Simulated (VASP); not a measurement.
Here is a VASP 6.6.1 calculation.

INCAR

```
SYSTEM = BeTe
ALGO     = Fast           ! electronic algorithm
EDIFF    = 1E-6           ! SCF threshold, eV
ENCUT    = 520            ! plane-wave cutoff, eV
GGA      = PE             ! functional
ISIF     = 2              ! what is computed and relaxed
ISMEAR   = 0              ! smearing method
LASPH    = .True.         ! aspherical terms in the spheres
LCHARG   = .False.        ! write CHGCAR
LREAL    = .False.        ! projectors in reciprocal space
LWAVE    = .False.        ! write WAVECAR
NBANDS   = 11             ! bands
NELM     = 60             ! most SCF steps
PREC     = Accurate       ! precision mode
SIGMA    = 0.1            ! smearing width, eV
```

The input KPOINTS:

```
k-points
0
Gamma
  6 6 6
  0 0 0
```

File POSCAR:

```
BeTe
1.0
    0.0000000000      2.7700000000      2.7700000000
    2.7700000000      0.0000000000      2.7700000000
    2.7700000000      2.7700000000      0.0000000000
Be Te
1 1
Direct
    0.0000000000      0.0000000000      0.0000000000
    0.7500000000      0.7500000000      0.7500000000
```

Potentials or basis: VASP PAW PBE potentials, release 64 (Be, Te).

Launch:

```console
$ cat potpaw_PBE.64/Be/POTCAR potpaw_PBE.64/Te/POTCAR > POTCAR
$ mpirun -np 1 vasp_std > vasp.out
```

(1) Estimate the pressure.

(2) Estimate the band gap on the k mesh.

Answers

(1) 4.5 GPa.

(2) 1.85 eV, indirect (least direct gap 3.56 eV).

Caveat: spin-orbit coupling is left out, which moves the levels of the heavy elements.
